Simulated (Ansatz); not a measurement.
**From formation energies to a reaction energy: Al4N3**

The calculation used DFT PBE, scalar-relativistic, plane waves, PAW (Ansatz 0.2.0). All cells share a 420 eV cutoff and Γ-centred k meshes spaced about 0.3 Å⁻¹ or finer (0.25 for metals, 2π included). No spin polarisation.

Energies over the elements count from the elements' standard structures at the same level (N₂ as a molecule), with no fitted energy shifts.

All energies are static (0 K, no zero-point motion). In Al4N3 P3m1 an odd number of electrons in the primitive cell allows no gap without spin; a larger cell or a magnetic state could open one.

A trial structure of Al4N3 (reached from: a cell proposed by chemical analogy; relaxed: space group P3m1 (No. 156), a = 3.113 Å, c = 9.809 Å) has a formation energy of -1.010 eV/atom. At its composition the lowest mixture among the elements and 1 reference phase computed alike (others may be missing) consists of these:

| phase | source | ΔE_f (eV/atom) |
| --- | --- | --- |
| Al (solid) | element | 0.000 |
| AlN (P6_3mc) | COD | -1.368 |

**Question.** Write the balanced decomposition and find its energy per atom, per formula unit and per mole of formula units.

**Answer.** Balancing Al and N gives Al4N3 → Al + 3 AlN. The left side holds 7 atoms, and the products take 1/7 (Al) and 6/7 (AlN) of them. The mixture therefore lies at 1/7 × (0.000) + 6/7 × (-1.368) = -1.173 eV/atom. The reaction energy is -1.173 − (-1.010) = -0.163 eV/atom. Times 7 atoms that is -1.141 eV per Al4N3, and times 96.485 it is -110 kJ per mole of Al4N3. Decomposition is downhill, so the trial structure is unstable against this mixture.
